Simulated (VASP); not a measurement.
# ZrSe2 in VASP: a series of runs

Runs on ZrSe2. Level: PBE. Tasks: relaxation of the atoms, single point.

All numbers are computed with VASP 6.6.1; they aren't measurements. Logs are shortened: lines on timing, memory, paths and dates and some standing lists are left out, and cuts for length are marked.

### Step 1. The slab as given

The cell holds a slab with vacuum, 3 atoms: a = 3.798 Å, b = 3.798 Å, c = 12.096 Å, α = 90.00°, β = 90.00°, γ = 120.00°.

### Step 2. Relaxation of the atoms, PBE

The input, INCAR:

```
ALGO = Fast
DIPOL = 0.5 0.5 0.500
EDIFF = 1E-7
EDIFFG = -0.003
ENCUT = 520
GGA = PE
IBRION = 2
IDIPOL = 3
ISIF = 2
ISMEAR = 0
LASPH = T
LCHARG = F
LDIPOL = T
LREAL = F
LWAVE = F
NELM = 60
NSW = 100
PREC = Accurate
SIGMA = 0.05
```

The input, KPOINTS:

```
k-points
0
Gamma
  12 12 1
```

The input, POSCAR:

```
ZrSe2
1.0
    3.7980000000      0.0000000000      0.0000000000
   -1.8990000000      3.2891644800      0.0000000000
    0.0000000000      0.0000000000     12.0960000153
Se Zr
2 1
Direct
    0.6666666670      0.3333333330      0.3720238091
    0.3333333330      0.6666666670      0.6279761909
    0.0000000000      0.0000000000      0.5000000000
```

Potentials or basis: VASP PAW PBE potentials, release 64 (Se, Zr_sv).

Started as:

```console
> cat potpaw_PBE.64/Se/POTCAR potpaw_PBE.64/Zr_sv/POTCAR > POTCAR
> mpirun -np 1 vasp_std > vasp.out
```

OUTCAR:

```text
EDIFF = 1E-7
   EDIFFG = -0.003
   ENCUT = 520
   GGA = PE
   IBRION = 2
   ISIF = 2
   ISMEAR = 0
   LASPH = T
   LREAL = F
   NELM = 60
   NSW = 100
   PREC = Accurate

 ion  position               nearest neighbor table
   1  0.667  0.333  0.372-   3 2.68   3 2.68   3 2.68
   2  0.333  0.667  0.628-   3 2.68   3 2.68   3 2.68
   3  0.000  0.000  0.500-   1 2.68   2 2.68   2 2.68   1 2.68   1 2.68   2 2.68

  LATTYP: Found a hexagonal cell.
 ALAT       =     3.7980000000
 C/A-ratio  =     3.1848341273

  Lattice vectors:

 A1 = (   3.7980000000,   0.0000000000,   0.0000000000)
 A2 = (  -1.8990000000,   3.2891644800,   0.0000000000)
 A3 = (   0.0000000000,   0.0000000000,  12.0960000153)

Analysis of symmetry for initial positions (statically):
=====================================================================
 Subroutine PRICEL returns:
 Original cell was already a primitive cell.

 Routine SETGRP: Setting up the symmetry group for a
 hexagonal supercell.

 Subroutine GETGRP returns: Found 12 space group operations
 (whereof 12 operations were pure point group operations)
 out of a pool of 24 trial point group operations.

The static configuration has the point symmetry D_3d.

Analysis of symmetry for dynamics (positions and initial velocities):
=====================================================================
 Subroutine PRICEL returns:
 Original cell was already a primitive cell.

 Routine SETGRP: Setting up the symmetry group for a
 hexagonal supercell.

 Subroutine GETGRP returns: Found 12 space group operations
 (whereof 12 operations were pure point group operations)
 out of a pool of 24 trial point group operations.

The dynamic configuration has the point symmetry D_3d.

 Subroutine INISYM returns: Found 12 space group operations
 (whereof 12 operations are pure point group operations),
 and found     1 'primitive' translations

----------------------------------------------------------------------------------------

                                     Primitive cell

  volume of cell :     151.1062

  direct lattice vectors                    reciprocal lattice vectors
     3.798000000  0.000000000  0.000000000     0.263296472  0.152014289  0.000000000
    -1.899000000  3.289164480  0.000000000     0.000000000  0.304028578  0.000000000
     0.000000000  0.000000000 12.096000015     0.000000000  0.000000000  0.082671958

  length of vectors
     3.798000000  3.797999997 12.096000015     0.304028578  0.304028578  0.082671958

  position of ions in fractional coordinates (direct lattice)
     0.666666667  0.333333333  0.372023809
     0.333333333  0.666666667  0.627976191
     0.000000000  0.000000000  0.500000000

  ion indices of the primitive-cell ions
   primitive index   ion index
                 1           1
                 2           2
                 3           3

----------------------------------------------------------------------------------------

 KPOINTS: k-points

Automatic generation of k-mesh.
 Grid dimensions read from file:
 generate k-points for:   12   12    1

 Generating k-lattice:

  Cartesian coordinates                     Fractional coordinates (reciprocal lattice)
     0.021941373  0.012667857  0.000000000     0.083333333  0.000000000  0.000000000
     0.000000000  0.025335715  0.000000000     0.000000000  0.083333333  0.000000000
     0.000000000  0.000000000  0.082671958     0.000000000  0.000000000  1.000000000

  Length of vectors
     0.025335715  0.025335715  0.082671958

  Shift w.r.t. Gamma in fractional coordinates (k-lattice)
     0.000000000  0.000000000  0.000000000

 Subroutine IBZKPT returns following result:
 ===========================================

 Found     19 irreducible k-points:

 Following reciprocal coordinates:
            Coordinates               Weight
  0.000000  0.000000  0.000000      1.000000
  0.083333  0.000000  0.000000      6.000000
  0.166667  0.000000  0.000000      6.000000
  0.250000  0.000000  0.000000      6.000000
  0.333333  0.000000  0.000000      6.000000
  0.416667 -0.000000  0.000000      6.000000
[... 11 lines left out ...]
  0.333333  0.250000  0.000000     12.000000
  0.333333  0.333333  0.000000      2.000000
   k-points           NKPTS =     19   k-points in BZ     NKDIM =     19   number of bands    NBANDS=     16
   number of dos      NEDOS =    301   number of ions     NIONS =      3
   total plane-waves  NPLWV =  70560
   dimension x,y,z NGX =    28 NGY =   28 NGZ =   90
   dimension x,y,z NGXF=    56 NGYF=   56 NGZF=  180
   ions per type =               2   1
   NGX,Y,Z   is equivalent  to a cutoff of  12.26, 12.26, 12.37 a.u.
   NGXF,Y,Z  is equivalent  to a cutoff of  24.51, 24.51, 24.74 a.u.
 SYSTEM =  unknown system
   PREC   = accura    normal or accurate (medium, high low for compatibility)
   ISTART =      0    job   : 0-new  1-cont  2-samecut
   ICHARG =      2    charge: 1-file 2-atom 10-const
   ISPIN  =      1    spin polarized calculation?
   LNONCOLLINEAR =      F non collinear calculations
   LSORBIT =      F    spin-orbit coupling
   LASPH  =      T    aspherical Exc in radial PAW
   ENCUT  =  520.0 eV  38.22 Ry    6.18 a.u.   7.06  7.06 22.49*2*pi/ulx,y,z
   NELM   =     60;   NELMIN=  2; NELMDL= -5     # of ELM steps
   EDIFF  = 0.1E-06   stopping-criterion for ELM
   LREAL  =      F    real-space projection
   EDIFFG = -.3E-02   stopping-criterion for IOM
   NSW    =    100    number of steps for IOM
   IBRION =      2    ionic relax: 0-MD 1-quasi-New 2-CG
   NFREE  =      1    steps in history (QN), initial steepest desc. (CG)
   ISIF   =      2    stress and relaxation
   ISYM   =      2    0-nonsym 1-usesym 2-fastsym
   POTIM  = 0.5000    time-step for ionic-motion
   TEBEG  =    0.0;   TEEND  =   0.0 temperature during run
   PSTRESS=    0.0 pullay stress
   NELECT =      24.0000    total number of electrons
   NUPDOWN=      -1.0000    fix difference up-down
   EMIN   =  10.00;   EMAX   =-10.00  energy-range for DOS
   EFERMI =   0.00;   METHOD = LEGACY
   ISMEAR =     0;   SIGMA  =   0.05  broadening in eV -4-tet -1-fermi 0-gaus
   EFERMI_NEDOS =   21; number of points for ismear=-14 and -15
   IALGO  =     68    algorithm
   IMIX   =      4    mixing-type and parameters
     AMIX     =   0.40;   BMIX     =  1.00
     AMIX_MAG =   1.60;   BMIX_MAG =  1.00
  volume/ion in A,a.u.               =      50.37       339.91
  Fermi-wavevector in a.u.,A,eV,Ry     =   0.886580  1.675393 10.694501  0.786024
  Thomas-Fermi vector in A             =   2.007765
   LORBIT       =      0    0 simple, 1 ext, 2 COOP (PROOUT), +10 PAW based schemes
   GGA     = PE    functional components
   LHFCALC =     F    Hartree Fock is set to
   AEXX    =    0.0000 exact exchange contribution
   IVDW    =     0    specifies the selected vdW correction
   LEPSILON=     F    determine dielectric tensor
   LRPA    =     F    only Hartree local field effects (RPA)
 conjugate gradient relaxation of ions
 non-spin polarized calculation
 RMM-DIIS sequential band-by-band and
 Gauss-broadening in eV      SIGMA  =   0.05
  energy-cutoff  :      520.00
  volume of cell :      151.11
 maximum number of plane-waves:      4089
   NGX = 15   NGY = 15   NGZ = 45

--------------------------------------- Ionic step        1  -------------------------------------------

 number of electron      24.0000000 magnetization

 Free energy of the ion-electron system (eV)
  ---------------------------------------------------
  ext. energy  EPLUGINS =         0.00000000
  ---------------------------------------------------
  free energy    TOTEN  =       -19.58019572 eV

  energy without entropy =      -19.58019572  energy(sigma->0) =      -19.58019572

------------------------ aborting loop because EDIFF is reached ----------------------------------------

  FORCE on cell =-STRESS in cart. coord.  units (eV):
  Direction    XX          YY          ZZ          XY          YZ          ZX
  --------------------------------------------------------------------------------------
  -------------------------------------------------------------------------------------
  Total        0.6687479      0.6687479      1.1136040     -0.0000000      0.0000000     -0.0000000
  in kB        7.0907254      7.0907254     11.8075288     -0.0000000      0.0000000     -0.0000000
  external PRESSURE =       8.6629932 kB  Pullay stress =       0.0000000 kB

 VOLUME and BASIS-vectors are now :
 -----------------------------------------------------------------------------
  energy-cutoff  :      520.00
  volume of cell :      151.11
      direct lattice vectors                 reciprocal lattice vectors
     3.798000000  0.000000000  0.000000000     0.263296472  0.152014289  0.000000000
    -1.899000000  3.289164480  0.000000000     0.000000000  0.304028578  0.000000000
     0.000000000  0.000000000 12.096000015     0.000000000  0.000000000  0.082671958
[... 75 lines left out ...]
 POSITION                                       TOTAL-FORCE (eV/Angst)
 -----------------------------------------------------------------------------------
      1.89900      1.09639      4.46298         0.000000     -0.000000      0.006613
     -0.00000      2.19278      7.63302        -0.000000      0.000000     -0.006613
      0.00000      0.00000      6.04800        -0.000000      0.000000      0.000000
 -----------------------------------------------------------------------------------
    total drift:                                0.000000     -0.000000      0.000000

  FREE ENERGIE OF THE ION-ELECTRON SYSTEM (eV)
  ---------------------------------------------------
  free  energy   TOTEN  =       -19.5932126492 eV

  energy  without entropy=      -19.5932126492  energy(sigma->0) =      -19.59321265

 dipolmoment           0.000000      0.000000      0.000000 electrons x Angstroem

--------------------------------------- Ionic step        4  -------------------------------------------

 number of electron      24.0000001 magnetization

 dipolmoment           0.000000      0.000000     -0.000000 electrons x Angstroem

 Free energy of the ion-electron system (eV)
  ---------------------------------------------------
  ext. energy  EPLUGINS =         0.00000000
  ---------------------------------------------------
  free energy    TOTEN  =       -19.59321773 eV

  energy without entropy =      -19.59321773  energy(sigma->0) =      -19.59321773

 E-fermi :  -0.3723     XC(G=0):  -5.5994

 val. band max:       -0.6015048694   @ k =   0.0000   0.0000   0.0000
 cond. band min:      -0.1062808302   @ k =   0.5000   0.0000   0.0000
 fundamental gap:      0.4952240392
 Fermi energy:        -0.3722834443

 k-point     1 :       0.0000    0.0000    0.0000
  band No.  band energies     occupation
      1     -50.0675      2.00000
      2     -28.0995      2.00000
      3     -27.9953      2.00000
      4     -27.9953      2.00000
      5     -13.5008      2.00000
      6     -12.6314      2.00000
[... 8 lines left out ...]
     15       1.1025      0.00000
     16       3.7520      0.00000
[... 324 lines left out ...]
 k-point    19 :       0.3333    0.3333    0.0000
  band No.  band energies     occupation
      1     -50.0543      2.00000
      2     -28.1161      2.00000
      3     -28.1161      2.00000
      4     -28.0527      2.00000
      5     -12.4693      2.00000
      6     -12.4693      2.00000
[... 8 lines left out ...]
     15       1.8262      0.00000
     16       3.7810      0.00000

------------------------ aborting loop because EDIFF is reached ----------------------------------------

 vacuum level on the upper side and lower side of the slab       (xc-potential included)        -0.441        -0.441

  FORCE on cell =-STRESS in cart. coord.  units (eV):
  Direction    XX          YY          ZZ          XY          YZ          ZX
  --------------------------------------------------------------------------------------
  -------------------------------------------------------------------------------------
  Total        0.0279947      0.0279947     -0.0041146     -0.0000000     -0.0000000      0.0000000
  in kB        0.2968270      0.2968270     -0.0436270     -0.0000000     -0.0000000      0.0000000
  external PRESSURE =       0.1833423 kB  Pullay stress =       0.0000000 kB

 VOLUME and BASIS-vectors are now :
 -----------------------------------------------------------------------------
  energy-cutoff  :      520.00
  volume of cell :      151.11
      direct lattice vectors                 reciprocal lattice vectors
     3.798000000  0.000000000  0.000000000     0.263296472  0.152014289  0.000000000
    -1.899000000  3.289164480  0.000000000     0.000000000  0.304028578  0.000000000
     0.000000000  0.000000000 12.096000015     0.000000000  0.000000000  0.082671958

 POSITION                                       TOTAL-FORCE (eV/Angst)
 -----------------------------------------------------------------------------------
      1.89900      1.09639      4.46372        -0.000000      0.000000     -0.000711
     -0.00000      2.19278      7.63228         0.000000     -0.000000      0.000711
      0.00000      0.00000      6.04800        -0.000000      0.000000      0.000000
 -----------------------------------------------------------------------------------
    total drift:                                0.000000      0.000000      0.000000

  FREE ENERGIE OF THE ION-ELECTRON SYSTEM (eV)
  ---------------------------------------------------
  free  energy   TOTEN  =       -19.5932177280 eV

  energy  without entropy=      -19.5932177280  energy(sigma->0) =      -19.59321773

 reached required accuracy - stopping structural energy minimisation

 vacuum level on the upper side and lower side of the slab         4.572         4.572
```

Run time: 2.4 min. Hardware: 1 thread of Intel Xeon 6975P-C (Granite Rapids), shared host; peak memory 0.28 GiB.

What came out:

* Free energy: -19.5932 eV
* Energy gained by relaxing: 4.3 meV/atom
* Ionic steps: 4
* Band gap on the k mesh: 0.50 eV, indirect (least direct gap 1.13 eV)

The path:
```
step  energy change (eV)  largest force (eV/Å)  pressure (GPa)
   1              0.0000                0.3618            0.87
   2             -0.0095                0.1864            0.45
   3             -0.0130                0.0066            0.00
   4             -0.0130                0.0007            0.02
```

Final structure:
```
Se Zr
1.0
     3.79800    0.00000    0.00000
    -1.89900    3.28916    0.00000
     0.00000    0.00000   12.09600
Se Zr
2 1
Direct
  0.66667 0.33333 0.36902
  0.33333 0.66667 0.63098
  0.00000 0.00000 0.50000
```

Levels at points of the mesh, in eV from the valence-band top:
| k point | band 8 | band 9 | band 10 | band 11 | band 12 | band 13 | band 14 | band 15 | band 16 |
| --- | --- | --- | --- | --- | --- | --- | --- | --- | --- |
| (0.00, 0.00, 0.00) | -2.48 | -2.48 | -1.11 | 0.00 | 0.00 | 1.13 | 1.13 | 1.70 | 4.35 |
| (0.50, 0.00, 0.00) | -3.12 | -2.51 | -2.41 | -1.48 | -1.05 | 0.50 | 2.59 | 2.94 | 4.74 |

### Step 3. Single point, PBE

The input, INCAR:

```
ALGO = Fast
DIPOL = 0.5 0.5 0.500
EDIFF = 1E-7
ENCUT = 520
GGA = PE
IDIPOL = 3
ISIF = 2
ISMEAR = 0
LASPH = T
LCHARG = F
LDIPOL = T
LREAL = F
LVACPOTAV = T
LVHAR = T
LWAVE = F
NBANDS = 19
NELM = 60
PREC = Accurate
SIGMA = 0.05
```

The input, KPOINTS:

```
k-points
0
Gamma
  18 18 1
```

The input, POSCAR:

```
ZrSe2                                   
1.0
    3.7980000000      0.0000000000      0.0000000000
   -1.8990000000      3.2891644800      0.0000000000
    0.0000000000      0.0000000000     12.0960000153
  Se              Zr            
     2     1
Direct
     0.6666666670000012    0.3333333329999988    0.3690248363662380
     0.3333333329999988    0.6666666670000012    0.6309751636337619
     0.0000000000000000    0.0000000000000000    0.5000000000000000
```

Potentials or basis: VASP PAW PBE potentials, release 64 (Se, Zr_sv).

Started as:

```console
> cat potpaw_PBE.64/Se/POTCAR potpaw_PBE.64/Zr_sv/POTCAR > POTCAR
> mpirun -np 1 vasp_std > vasp.out
```

Run time: 96 s. Hardware: 1 thread of Intel Xeon 6975P-C (Granite Rapids), shared host; peak memory 0.3 GiB.

It converged, with:

* Free energy: -19.5935 eV
* Band gap on the k mesh: 0.49 eV, indirect (least direct gap 1.12 eV)
* Ionisation potential of the upper face: 5.61 eV

Levels at points of the mesh, in eV from the valence-band top:
| k point | band 10 | band 11 | band 12 | band 13 | band 14 | band 15 |
| --- | --- | --- | --- | --- | --- | --- |
| (0.00, 0.00, 0.00) | -1.11 | 0.00 | 0.00 | 1.12 | 1.12 | 1.70 |
| (0.50, 0.00, 0.00) | -2.41 | -1.48 | -1.05 | 0.49 | 2.59 | 2.94 |

Expect the measured gap to be larger: semilocal functionals such as PBE lack the derivative discontinuity.
